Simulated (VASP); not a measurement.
Write the native input for VASP 6.6.1 that does the following.

| Item | Value |
| --- | --- |
| Task | single point |
| Functional | PBE |
| Dispersion | D3(BJ) |
| Potentials or basis | VASP PAW PBE potentials, release 64 (H, Cl) |
| Cutoff | 520 eV |
| k mesh | 1 × 1 × 1 |
| Occupations | fermi-dirac, width 0.02 eV |
| Spin | no spin polarisation |
| Dipole correction | no |
| Further INCAR settings | ALGO = Normal; EDIFF = 1e-06; NBANDS = 27 |

The structure of H3Cl lies in POSCAR:

```
H3Cl
1.0
    6.2402510000      0.0000000000      0.0000000000
    0.0000000000      6.2402510000      0.0000000000
    0.0000000000      0.0000000000      6.2402510000
H Cl
9 3
Direct
    0.8874643023      0.6873761969      0.6996673691
    0.8569366841      0.7277591879      0.8102238195
    0.3178878542      0.3373421999      0.8765352548
    0.3230799530      0.4105443836      0.9672046846
    0.2112575279      0.9478464889      0.5410519545
    0.1999278555      0.9803451816      0.6658706517
    1.0214973725      0.5695604231      0.1363406696
    0.7649371796      0.3258202274      0.4403989519
    0.3550978959     -0.1234245225     -0.0030607743
    0.8352869139      0.6643643020      0.1743038862
    0.7121668664      0.2823444121      0.6409998572
    0.2904851103      0.0020832495      0.1667561129
```

The cell was built by a generator and needn't be a form met in nature.

The input as run:

INCAR

```
PREC = Accurate
ENCUT = 520
EDIFF = 1E-6
ISMEAR = -1
SIGMA = 0.02
LREAL = F
LASPH = T
NELM = 100
ALGO = Normal
ISIF = 2
LWAVE = F
LCHARG = T
GGA = PE
IVDW = 12
LELF = T
LVHAR = T
NBANDS = 27
```

KPOINTS

```
regular mesh
0
Gamma
  1 1 1
```

Potentials or basis: VASP PAW PBE potentials, release 64 (H, Cl).

Launch:

```sh
$ cat potpaw_PBE.64/H/POTCAR potpaw_PBE.64/Cl/POTCAR > POTCAR
$ mpirun -np 1 vasp_gam > vasp.out
```

It gave:

```
Pressure                   : -1.3 GPa
Largest force              : 2.243 eV/Å
Band gap on the k mesh     : 5.34 eV, direct
Dispersion energy per atom : -0.036 eV
```

It took 9.2 s on 1 thread of AMD EPYC 9R45 96-Core Processor (Zen 5) (shared host), peak memory 0.27 GiB.
